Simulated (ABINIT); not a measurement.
# SnO (P1) in ABINIT: convergence with k mesh

Aim: find how far k mesh must go before the results for SnO settle, at BLYP. This setting moves, with any that are tied to it; all else stays.

All numbers are computed with ABINIT 10.8.3 (patched build); they aren't measurements. Logs are shortened: lines on timing, memory, paths and dates and some standing lists are left out, and cuts for length are marked. The log counts tension as positive stress, the text compression.

## Step 1: The cell of the first run

The typed cell holds 4 atoms: a = 3.814 Å, b = 3.814 Å, c = 4.887 Å, α = 90.00°, β = 90.00°, γ = 90.00°.

The cell is a database's computed one.

The cell isn't the ideal one: atoms moved at random, drawn with an rms of 0.05 Å.

## Step 2: With k mesh 1 × 1 × 1

run.abi reads:

```
# Pseudopotentials
pp_dirpath "./"
pseudos "Sn.GGA_PBE-JTH.xml, O.GGA_PBE-JTH.xml"

# Structure
acell 3*1.0 Angstrom
rprim
     3.8136952200     0.0000000000     0.0000000000
     0.0000000000     3.8136952200     0.0000000000
     0.0000000000     0.0000000000     4.8869133000
ntypat 2
znucl 50 8
natom 4
typat 1 1 2 2
xred
     0.5091850000    -0.0043280000     0.7697660000
     0.0031930000     0.5007510000     0.2249020000
     0.0068460000     0.0034470000    -0.0019050000
     0.4935640000     0.4956290000    -0.0016140000
chkprim 0
chksymtnons 0
tolsym 1.0e-6

# Plane-wave basis
ecut 23.0
pawecutdg 45.0
pawxcdev 0

# k points
kptopt 1
ngkpt 1 1 1
nshiftk 1
shiftk 0.0 0.0 0.0

# Exchange and correlation
ixc -106131

# Bands and occupations
nband 24
occopt 6
tsmear 0.00367493

# SCF cycle
nstep 100
tolvrs 1.0e-9

# Output
iomode 3
prtwf 0
prtden 0
prteig 0
prtebands 0
prtvol 2
```

Potentials or basis: JTH PAW PBE v2.0.

Command:

```
$ abinit run.abi > log 2>&1
```

Run time: 16 s. Hardware: 1 thread of Arm Neoverse V1, shared host; peak memory 0.1 GiB.

It converged, with:

```
Free energy                                           : -4665.0388 eV
Pressure                                              : 20.9 GPa
Largest force                                         : 1.863 eV/Å
Band gap on the k mesh                                : 2.11 eV, direct
Valence electrons inside the program's atomic spheres : Sn 11.90, 11.91; O 4.64
```

## Step 3: With k mesh 2 × 2 × 2

Edit run.abi of step 2 so:

```diff
@@ -30,3 +30,3 @@
 kptopt 1
-ngkpt 1 1 1
+ngkpt 2 2 2
 nshiftk 1
```

Potentials or basis: JTH PAW PBE v2.0.

Command:

```
$ abinit run.abi > log 2>&1
```

Wall time 24 s (1 thread of Arm Neoverse V1, shared host); peak memory 0.11 GiB.

The run converged. Its results:

| Property | Result |
| --- | --- |
| Free energy | -4668.8240 eV |
| Pressure | 9.5 GPa |
| Largest force | 1.173 eV/Å |
| Band gap on the k mesh | 0.61 eV, indirect (least direct gap 2.16 eV) |
| Valence electrons inside the program's atomic spheres | Sn 11.92, 11.93; O 4.58 |

## Step 4: With k mesh 3 × 3 × 3

Edit run.abi of step 3 so:

```diff
@@ -30,3 +30,3 @@
 kptopt 1
-ngkpt 2 2 2
+ngkpt 3 3 3
 nshiftk 1
```

Command:

```
$ abinit run.abi > log 2>&1
```

It took 44 s on 1 thread of Arm Neoverse V1, shared host; peak memory 0.13 GiB.

It converged, with:

```yaml
Free_energy: -4668.7382 eV
Pressure: 10.1 GPa
Largest_force: 1.421 eV/Å
Band_gap_on_the_k_mesh: 1.59 eV, indirect (least direct gap 2.14 eV)
Valence_electrons_inside_the_program's_atomic_spheres: Sn 11.93; O 4.58
```

## Step 5: With k mesh 4 × 4 × 4

Edit run.abi of step 4 so:

```diff
@@ -30,3 +30,3 @@
 kptopt 1
-ngkpt 3 3 3
+ngkpt 4 4 4
 nshiftk 1
```

Command:

```
$ abinit run.abi > log 2>&1
```

Wall time 93 s (1 thread of Arm Neoverse V1, shared host); peak memory 0.16 GiB.

The run converged. Its results:

```
Free energy                                           : -4668.7219 eV
Pressure                                              : 10.3 GPa
Largest force                                         : 1.364 eV/Å
Band gap on the k mesh                                : 0.63 eV, indirect (least direct gap 2.14 eV)
Valence electrons inside the program's atomic spheres : Sn 11.93; O 4.58
```

## Step 6: With k mesh 5 × 5 × 5

Edit run.abi of step 5 so:

```diff
@@ -30,3 +30,3 @@
 kptopt 1
-ngkpt 4 4 4
+ngkpt 5 5 5
 nshiftk 1
```

Potentials or basis: JTH PAW PBE v2.0.

Command:

```
$ abinit run.abi > log 2>&1
```

Run time: 3 min. Hardware: 1 thread of Arm Neoverse V1, shared host; peak memory 0.21 GiB.

Results (log left out):

| Quantity | Value |
| --- | --- |
| Free energy | -4668.7283 eV |
| Pressure | 10.3 GPa |
| Largest force | 1.361 eV/Å |
| Band gap on the k mesh | 1.03 eV, indirect (least direct gap 2.14 eV) |
| Valence electrons inside the program's atomic spheres | Sn 11.93; O 4.58 |

## Step 7: With k mesh 6 × 6 × 6

Edit run.abi of step 6 so:

```diff
@@ -30,3 +30,3 @@
 kptopt 1
-ngkpt 5 5 5
+ngkpt 6 6 6
 nshiftk 1
```

Potentials or basis: JTH PAW PBE v2.0.

Command:

```
$ abinit run.abi > log 2>&1
```

run.abo:

```text
.Version 10.8.3 of ABINIT
 Symmetries : space group P1 (#  1); Bravais aP (primitive triclinic)
================================================================================
 Values of the parameters that define the memory need of the present run
     intxc =       0    ionmov =       0      iscf =      17    lmnmax =      18
     lnmax =       6     mgfft =      40  mpssoang =       3    mqgrid =    3001
     natom =       4  nloc_mem =       2    nspden =       1   nspinor =       1
    nsppol =       1      nsym =       1    n1xccc =       1    ntypat =       2
    occopt =       6   xclevel =       2
       mpw =        2548          nfft =       40960          nkpt =         112
 PAW method is used; the additional fine FFT grid is defined by:
   mgfftf=        60    nfftf =    121500
================================================================================
================================================================================

--------------------------------------------------------------------------------
------------- Echo of variables that govern the present computation ------------
--------------------------------------------------------------------------------
 -outvars: echo values of preprocessed input variables --------
            acell      1.8897261259E+00  1.8897261259E+00  1.8897261259E+00 Bohr
              amu      1.18710000E+02  1.59994000E+01
          chkprim           0
      chksymtnons           0
             ecut      2.30000000E+01 Hartree
              ixc     -106131
         kptrlatt        6    0    0      0    6    0      0    0    6
          kptrlen      4.32410370E+01
            natom           4
            nband          24
            ngfft          32      32      40
          ngfftdg          45      45      60
             nkpt         112
            nstep         100
             nsym           1
           ntypat           2
           occopt           6
        pawecutdg      4.50000000E+01 Hartree
         pawxcdev           0
           prtden           0
        prtebands           0
           prteig           0
           prtvol           2
            prtwf           0
            rprim      3.8136952200E+00  0.0000000000E+00  0.0000000000E+00
                       0.0000000000E+00  3.8136952200E+00  0.0000000000E+00
                       0.0000000000E+00  0.0000000000E+00  4.8869133000E+00
          spgroup           1
           tolsym      1.00000000E-06
           tolvrs      1.00000000E-09
           tsmear      3.67493000E-03 Hartree
            typat      1  1  2  2
           useylm           1
           xangst      1.9418764006E+00 -1.6505672912E-02  3.7617797033E+00
                       1.2177128837E-02  1.9097116951E+00  1.0990765750E+00
                       2.6108557476E-02  1.3145807423E-02 -9.3095698365E-03
                       1.8823026676E+00  1.8901779482E+00 -7.8874780662E-03
            xcart      3.6696145675E+00 -3.1191201328E-02  7.1087333852E+00
                       2.3011438503E-02  3.6088320832E+00  2.0769537181E+00
[... 1500 lines left out ...]
  -0.55422   -0.55375   -0.45069   -0.44960   -0.09260   -0.09037    0.02083    0.02132
   0.11906    0.12070    0.14835    0.15052    0.33979    0.34163    0.36731    0.37075
      occupation numbers for kpt# 111
   2.00000    2.00000    2.00000    2.00000    2.00000    2.00000    2.00000    2.00000
   2.00000    2.00000    2.00000    2.00000    2.00000    2.00000    2.00000    2.00000
   2.00000    2.00000    2.00000    2.00000    0.00000    0.00000    0.00000    0.00000
 kpt# 112, nband= 24, wtk=  0.00463, kpt=  0.5000  0.5000  0.5000 (reduced coord)
  -0.57341   -0.57334   -0.55747   -0.55701   -0.55636   -0.55598   -0.55470   -0.55464
  -0.55410   -0.55363   -0.44781   -0.44762   -0.10424   -0.10328    0.02774    0.02784
   0.13330    0.13369    0.13888    0.13992    0.33189    0.33201    0.37922    0.38037
      occupation numbers for kpt# 112
   2.00000    2.00000    2.00000    2.00000    2.00000    2.00000    2.00000    2.00000
   2.00000    2.00000    2.00000    2.00000    2.00000    2.00000    2.00000    2.00000
   2.00000    2.00000    2.00000    2.00000    0.00000    0.00000    0.00000    0.00000
 Total charge density [el/Bohr^3]
)     Maximum=    4.3952E+00  at reduced coord.    0.5111    0.0000    0.7667
)Next maximum=    4.3226E+00  at reduced coord.    0.0000    0.5111    0.2167
)     Minimum=    2.4353E-03  at reduced coord.    0.5111    0.0000    0.2333
)Next minimum=    2.4357E-03  at reduced coord.    0.5111    0.0000    0.2500
   Integrated=    4.0000E+01

--- !EnergyTerms
iteration_state     : {dtset: 1, }
comment             : Components of total free energy in Hartree
kinetic             :  3.89468563567877E+01
hartree             :  6.47823923013369E+01
xc                  : -1.95234291049621E+01
Ewald energy        : -1.15889918335909E+02
psp_core            :  5.05590359665293E+00
local_psp           : -1.78541652409536E+02
PAW spherical_terms :  3.35972119664018E+01
internal            : -1.71572635629228E+02
'-kT*entropy'       :  1.97547586200277E-06
total_energy        : -1.71572633653752E+02
total_energy_eV     : -4.66872920359244E+03
...

--- !EnergyTermsDC
iteration_state     : {dtset: 1, }
comment             : '"Double-counting" decomposition of free energy'
band_energy         : -1.21527163856005E+01
Ewald energy        : -1.15889918335909E+02
psp_core            :  5.05590359665293E+00
xc_dc               : -6.76694655830201E+01
PAW spherical_terms :  1.90835593577259E+01
internal            : -1.71572637350150E+02
'-kT*entropy'       :  1.97547586200277E-06
total_energy_dc     : -1.71572635374675E+02
total_energy_dc_eV  : -4.66872925042113E+03
...

--- !EnergyTermsWithPAWCore
iteration_state     : {dtset: 1, }
comment             : 'Components of total free energy, including PAW core contributions'
Total energy        : -1.25065654367984E+04
Total energy DC     : -1.25065654385193E+04
Total energy (eV)   : -3.40320982711357E+05
Total energy DC (eV): -3.40320982758186E+05
...

 Cartesian components of stress tensor (hartree/bohr^3)
  sigma(1 1)= -3.57276860E-04  sigma(3 2)= -3.72987128E-07
  sigma(2 2)= -3.53914698E-04  sigma(3 1)=  6.07247792E-06
  sigma(3 3)= -3.34822643E-04  sigma(2 1)= -1.12634235E-06

-Cartesian components of stress tensor (GPa)         [Pressure=  1.0258E+01 GPa]
- sigma(1 1)= -1.05114481E+01  sigma(3 2)= -1.09736602E-02
- sigma(2 2)= -1.04125299E+01  sigma(3 1)=  1.78658468E-01
- sigma(3 3)= -9.85082224E+00  sigma(2 1)= -3.31381362E-02

== END DATASET(S) ==============================================================
================================================================================

 -outvars: echo values of variables after computation  --------
            acell      1.8897261259E+00  1.8897261259E+00  1.8897261259E+00 Bohr
           etotal     -1.7157263537E+02
            fcart     -2.4561474010E-03  6.6420613756E-04 -2.4679929531E-02
                      -1.7376676530E-03 -2.3936352262E-05  2.6440803852E-02
                      -3.8167859483E-03 -3.6300434950E-03 -5.8305310695E-04
                       8.0106010024E-03  2.9897737097E-03 -1.1778212141E-03
            rprim      3.8136952200E+00  0.0000000000E+00  0.0000000000E+00
                       0.0000000000E+00  3.8136952200E+00  0.0000000000E+00
                       0.0000000000E+00  0.0000000000E+00  4.8869133000E+00
           strten     -3.5727685971E-04 -3.5391469843E-04 -3.3482264259E-04
                      -3.7298712765E-07  6.0724779161E-06 -1.1263423547E-06
           xangst      1.9418764006E+00 -1.6505672912E-02  3.7617797033E+00
                       1.2177128837E-02  1.9097116951E+00  1.0990765750E+00
                       2.6108557476E-02  1.3145807423E-02 -9.3095698365E-03
                       1.8823026676E+00  1.8901779482E+00 -7.8874780662E-03
             xred      5.0918500000E-01 -4.3280000000E-03  7.6976600000E-01
                       3.1930000000E-03  5.0075100000E-01  2.2490200000E-01
                       6.8460000000E-03  3.4470000000E-03 -1.9050000000E-03
                       4.9356400000E-01  4.9562900000E-01 -1.6140000000E-03
 Calculation completed.
```

Wall time 4.2 min (1 thread of Arm Neoverse V1, shared host); peak memory 0.28 GiB.

Results:

* Free energy: -4668.7293 eV
* Pressure: 10.3 GPa
* Largest force: 1.363 eV/Å
* Band gap on the k mesh: 0.63 eV, indirect (least direct gap 2.11 eV)
* Valence electrons inside the program's atomic spheres: Sn 11.93; O 4.58

## Step 8: Result

```csv
k mesh,energy less the tightest run (meV/atom),pressure (GPa),largest force (eV/Å),gap on the mesh (eV),SCF cycles,CPU time (s),peak memory (GiB)
1 × 1 × 1,922.61,20.89,1.863,2.105,18,16,0.1
2 × 2 × 2,-23.69,9.54,1.173,0.607,16,24,0.11
3 × 3 × 3,-2.24,10.11,1.421,1.593,15,44,0.13
4 × 4 × 4,1.85,10.32,1.364,0.630,16,93,0.16
5 × 5 × 5,0.23,10.28,1.361,1.026,17,180,0.21
6 × 6 × 6,0.00,10.26,1.363,0.629,14,250,0.28
```

Against the tightest run, the energy stays within 1 meV/atom from 5 × 5 × 5 on; the pressure stays within 0.1 GPa from 4 × 4 × 4 on; the largest force stays within 0.005 eV/Å from 4 × 4 × 4 on. Not settled before the last step: the gap on the mesh (to 0.01 eV). Meshes of other sizes hit other points, so gaps and Fermi surfaces needn't settle smoothly. The tightest run that finished is the yardstick and may itself not be fully converged.

Caveats: the PAW data sets were made with another functional, which shifts forces and pressure a little; spin-orbit coupling is left out, which moves the levels of the heavy elements.
